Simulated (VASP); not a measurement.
VASP 6.6.1 run: MgO

INCAR

```
NSW = 0
LCHARG = .FALSE.
ENCUT = 520
EDIFF = 1E-7
LREAL = .FALSE.
GGA = PE
LASPH = .FALSE.
ISMEAR = -1
ISIF = 2
NBANDS = 11
SIGMA = 0.02
NELM = 120
PREC = Single
IBRION = -1
LWAVE = .FALSE.
```

KPOINTS

```
KPOINTS created by Atomic Simulation Environment
0
Gamma
10 10 10
0 0 0
```

POSCAR

```
Mg O
 1.0000000000000000
     0.0000000000000000    2.1021674168000000    2.1021674168000000
     2.1959240836000000    0.0000000000000000    2.1021674168000000
     2.1959240836000000    2.1021674168000000    0.0000000000000000
 Mg  O
   1   1
Cartesian
  0.0000000000000000  0.0000000000000000  0.0000000000000000
  2.1959240835999996  2.1021674168000000  2.1021674168000000
```

The recommended PBE PAW datasets give the neutral cell 8 valence electrons.

Command

```
mpirun -np 1 vasp_std
```

OSZICAR

```
N       E                     dE             d eps       ncg     rms          rms(c)
DAV:   1     0.125889960178E+02    0.12589E+02   -0.46200E+03  2588   0.642E+02
DAV:   2    -0.129332587393E+02   -0.25522E+02   -0.24678E+02  2556   0.133E+02
DAV:   3    -0.134637359358E+02   -0.53048E+00   -0.52991E+00  2719   0.166E+01
DAV:   4    -0.134650147609E+02   -0.12788E-02   -0.12788E-02  2466   0.930E-01
DAV:   5    -0.134650190567E+02   -0.42957E-05   -0.42958E-05  2697   0.532E-02    0.721E+00
DAV:   6    -0.119182539230E+02    0.15468E+01   -0.91165E+00  2358   0.164E+01    0.228E+00
DAV:   7    -0.119048267344E+02    0.13427E-01   -0.69399E-02  2469   0.220E+00    0.136E+00
DAV:   8    -0.118990584559E+02    0.57683E-02   -0.31363E-02  2349   0.197E+00    0.264E-01
DAV:   9    -0.118985652049E+02    0.49325E-03   -0.78429E-04  2607   0.193E-01    0.143E-01
DAV:  10    -0.118985344774E+02    0.30728E-04   -0.59973E-04  2445   0.179E-01    0.921E-03
DAV:  11    -0.118985367590E+02   -0.22816E-05   -0.31289E-06  2643   0.146E-02    0.565E-03
DAV:  12    -0.118985366353E+02    0.12365E-06   -0.49715E-07  2541   0.554E-03    0.111E-03
DAV:  13    -0.118985365980E+02    0.37338E-07   -0.13825E-07  1350   0.217E-03
   1 F= -.11898537E+02 E0= -.11898537E+02  d E =-.260262E-10
```

From OUTCAR

```
k-points           NKPTS =    102   k-points in BZ     NKDIM =    102   number of bands    NBANDS=     11

   NELECT =       8.0000    total number of electrons

   dimension x,y,z NGX =    24 NGY =   24 NGZ =   24
   dimension x,y,z NGXF=    24 NGYF=   24 NGZF=   24

  energy-cutoff  :      520.00
  volume of cell :       19.41
      direct lattice vectors                 reciprocal lattice vectors
     0.000000000  2.102167417  2.102167417    -0.227694575  0.237849753  0.237849753
     2.195924084  0.000000000  2.102167417     0.227694575 -0.237849753  0.237849753
     2.195924084  2.102167417  0.000000000     0.227694575  0.237849753 -0.237849753

 k-points in reciprocal lattice and weights: KPOINTS created by Atomic Simulation Env
   0.00000000  0.00000000  0.00000000       0.001
   0.10000000 -0.00000000 -0.00000000       0.008
   0.20000000 -0.00000000 -0.00000000       0.008
   0.30000000 -0.00000000 -0.00000000       0.008
   0.40000000  0.00000000  0.00000000       0.008
   0.50000000  0.00000000  0.00000000       0.004
   0.10000000  0.10000000  0.00000000       0.004
   0.20000000  0.10000000 -0.00000000       0.016
   ...

 E-fermi :   3.3056

 k-point     1 :       0.0000    0.0000    0.0000
  band No.  band energies     occupation
      1     -14.1718      2.00000
      2       2.8718      2.00000
      3       2.8719      2.00000
      4       2.9602      2.00000
      5       7.2582      0.00000
      6      18.2090      0.00000
      7      18.6606      0.00000
      8      18.6606      0.00000
      9      22.3318      0.00000
     10      23.3789      0.00000
     11      24.7394      0.00000

 k-point     2 :       0.1000   -0.0000   -0.0000
  band No.  band energies     occupation
      1     -14.0729      2.00000
      2       2.2533      2.00000
      3       2.8167      2.00000
      4       2.8626      2.00000
      5       7.8909      0.00000
      6      17.2571      0.00000
      7      18.5703      0.00000
      8      18.8979      0.00000
      9      22.6572      0.00000
     10      23.8607      0.00000
     11      23.9174      0.00000

 k-point     3 :       0.2000   -0.0000   -0.0000
  band No.  band energies     occupation
      1     -13.8015      2.00000
      2       0.9731      2.00000
      3       2.6762      2.00000
      4       2.6795      2.00000
      5       9.0900      0.00000
      6      15.7333      0.00000
      7      18.9046      0.00000
      8      19.4116      0.00000
      9      22.1269      0.00000
     10      23.0041      0.00000
     11      24.5977      0.00000

 k-point     4 :       0.3000   -0.0000   -0.0000
  band No.  band energies     occupation
      1     -13.4369      2.00000
      2      -0.2925      2.00000
      3       2.4667      2.00000
      4       2.5100      2.00000
      5      10.0619      0.00000
      6      14.9627      0.00000
      7      18.8211      0.00000
      8      19.6113      0.00000
      9      22.7515      0.00000
     10      23.2553      0.00000
     11      24.0235      0.00000

 k-point     5 :       0.4000    0.0000    0.0000
  band No.  band energies     occupation
      1     -13.1126      2.00000
      2      -1.2097      2.00000
      3       2.3031      2.00000
      4       2.3808      2.00000
      5      10.4778      0.00000
      6      14.9423      0.00000
      7      18.5316      0.00000
      8      19.4289      0.00000
      9      23.3503      0.00000
     10      24.1749      0.00000
     11      24.4075      0.00000

 ...

  Total       -0.7278420      0.1016314      0.1016314      0.0000000      0.0000000     -0.0000000
  in kB      -60.0849603      8.3898923      8.3898923      0.0000000      0.0000000     -0.0000000
  external PRESSURE =     -14.4350586 kB  Pullay stress =       0.0000000 kB

 POSITION                                       TOTAL-FORCE (eV/Angst)
 -----------------------------------------------------------------------------------
      0.00000      0.00000      0.00000         0.000000      0.000000     -0.000000
      2.19592      2.10217      2.10217         0.000000      0.000000      0.000000
 -----------------------------------------------------------------------------------
    total drift:                                0.000000      0.000000      0.000000

  FREE ENERGIE OF THE ION-ELECTRON SYSTEM (eV)
  ---------------------------------------------------
  free  energy   TOTEN  =       -11.8985365980 eV

  energy  without entropy=      -11.8985365979  energy(sigma->0) =      -11.89853660
```

It converged. Results: gap between bands v and c on the k mesh 4.30 eV; least direct gap on the k mesh 4.30 eV; pressure -1.4 GPa. Band v is the last that the valence electrons fill when counted band by band, and c is the next.

For comparison, a separate PBE run of the intended cell, on usual settings and not on those above, gives a gap of 4.30 eV on its mesh and a pressure of -1.4 GPa.

The run above took about 12 s on one core of a shared host (Intel Xeon Platinum 8488C) and held 0.12 GiB at most.
